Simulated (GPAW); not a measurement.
Write an ASE script for GPAW 26.7.0 that does the following.

| Quantity | Value |
| --- | --- |
| Task | single point |
| Functional | LDA |
| Potentials or basis | the program's PAW data sets (release 1.2.1) made for this functional |
| Cutoff | 800 eV |
| Basis | pw |
| k mesh | 10 × 10 × 8 |
| Occupations | fermi-dirac, width 0.05 eV |
| Spin | no spin polarisation |
| Hubbard terms | Hf d U = 3 eV |
| Maxiter | 150 |

The structure of HfB2 lies in HfB2.xyz:

```xyz
3
Lattice="3.1400000000 0.0000000000 0.0000000000 -1.5700000000 2.7193197679 0.0000000000 0.0000000000 0.0000000000 3.4800000000" Properties=species:S:1:pos:R:3 pbc="T T T"
Hf     0.0000000000      0.0000000000      0.0000000000
B      1.5700000002      0.9064399225      1.7400000000
B     -0.0000000002      1.8128798454      1.7400000000
```

The input as run:

run.py

```python
from ase.dft.bandgap import bandgap
from ase.io import read, write
from ase.units import GPa
from gpaw import GPAW, PW

atoms = read('HfB2.xyz')

calc = GPAW(mode=PW(800),
            xc='LDA',
            kpts={'size': (10, 10, 8), 'gamma': True},
            occupations={'name': 'fermi-dirac', 'width': 0.05},
            setups={'Hf': ':d,3.0'},
            nbands=20,
            convergence={'density': 1e-05, 'energy': 1e-05},
            maxiter=150,
            txt='gpaw.txt')
atoms.calc = calc
energy = atoms.get_potential_energy()
forces = atoms.get_forces()
stress = atoms.get_stress()
calc.write('gs.gpw')
write('result.traj', atoms)
print(f'Energy: {energy:.6f} eV')
print('Forces (eV/A):')
print(forces.round(4))
print('Stress (GPa):', (stress / GPa).round(3))
print('Fermi level:', round(calc.get_fermi_level(), 4), 'eV')
print(f'Gap: {bandgap(calc)[0]:.4f} eV, direct: {bandgap(calc, direct=True)[0]:.4f} eV')
```

Potentials or basis: the program's PAW data sets (release 1.2.1) made for this functional, pw.

Launch:

```sh
$ OMP_NUM_THREADS=1 python run.py
```

Results of the run:

| Item | Value |
| --- | --- |
| Pressure | -1.3 GPa |
| Band gap on the k mesh | none (metal or under the smearing width) |

Caveat: U without spin polarisation on a metal has little footing; the U is typed as a test and isn't derived for this compound.

Wall time 37 s on 1 thread of Arm Neoverse V2 (shared host), peak memory 0.19 GiB.
